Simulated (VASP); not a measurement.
Crystal: B.

```xyz
1
Lattice="1.8852 0.0000 0.0000 0.0000 1.8852 0.0000 0.0000 0.0000 1.8852" Properties=species:S:1:pos:R:3 pbc="T T T"
B     0.9426    0.9426    0.9426
```

The cell was built by a generator and needn't be a form met in nature.

| Quantity | Value |
| --- | --- |
| Program | VASP 6.6.1 |
| Task | relaxation of cell and atoms |
| Functional | PBE |
| Dispersion | D3(BJ) |
| Potentials or basis | VASP PAW PBE potentials, release 64 (B) |
| Cutoff | 600 eV |
| k mesh | 14 × 14 × 14 |
| Occupations | fermi-dirac, width 0.05 eV |
| Spin | no spin polarisation |

At the start: pressure -5.1 GPa; volume 6.70 Å³/atom.

Problem. How do energy, volume and symmetry change on relaxing?

Solution. Over 3 steps the energy falls by 2.3 meV/atom and the volume is 6.56 Å³/atom (-2.2 %); space group Pm-3m (No. 221, to 0.05 Å).

The path:
```csv
step,energy change (eV),largest force (eV/Å),pressure (GPa),volume (Å³)
1,0.0000,0.0000,-5.08,6.70
2,-0.0019,0.0000,2.25,6.50
3,-0.0023,0.0000,0.01,6.56
```

Final structure:
```
B
1.0
     1.87153    0.00000    0.00000
     0.00000    1.87153    0.00000
     0.00000    0.00000    1.87153
B
1
Direct
  0.50000 0.50000 0.50000
```

Caveat: pairwise dispersion overbinds metals, which lowers pressure and volume.
